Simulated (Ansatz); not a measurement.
## GeSe under strain: Electric field gradients

The cell is an entry of the Crystallography Open Database (COD), relaxed with PBE at fixed cell and then changed (z stretched by 3 %, ions relaxed).

```
Ge Se
1.0
    10.82000    0.00000    0.00000
     0.00000    3.85000    0.00000
     0.00000    0.00000    4.53200
Ge Se
4 4
Direct
  0.11998 0.25000 0.12167
  0.88002 0.75000 0.87833
  0.38002 0.75000 0.62167
  0.61998 0.25000 0.37833
  0.85367 0.25000 0.50016
  0.14633 0.75000 0.49984
  0.64633 0.75000 0.00016
  0.35367 0.25000 0.99984
```

Sites (sets of like atoms) are named by element and the number of their first atom in this list.

Computed with Ansatz: DFT, PBE, plane waves and PAW, scalar-relativistic, 420 eV cutoff, Γ-centred 4×11×10 k-points, Fermi–Dirac smearing 0.02 eV.

V_zz is the principal component of the electric field gradient with the largest magnitude, η = (V_xx − V_yy)/V_zz and C_Q = eQV_zz/h. ν_Q = 3|C_Q|/[2I(2I − 1)].

⁷³Ge: I = 9/2, Q = -196.0 mb. Nuclear quadrupole moments: year-2017 set (Pyykkö).

(1) What field gradients does the calculation give at each kind of site?

## Answers

(1) 

```
site  atoms (order as listed)     first shell  C_Q (MHz)     η  ν_Q (MHz)
  Ge               1, 2, 3, 4  3 Se at 2.59 Å       29.3  0.24       1.22
```

At Ge V_zz stands upright on the plane through its three neighbours (within 9°).

Se has no stable isotope with a ground-state quadrupole moment in the table, so these sites are left out.

The relaxation (4 steps) took 3.9 min of wall time (3.8 min of CPU time) and 1.3 GiB at its peak, on 1 thread of Intel Xeon 6975P-C (Granite Rapids) (x86_64; 16 cores open to the job, memory cap 3.0 GiB, no GPU), a shared host with a load of 1.1 a core.
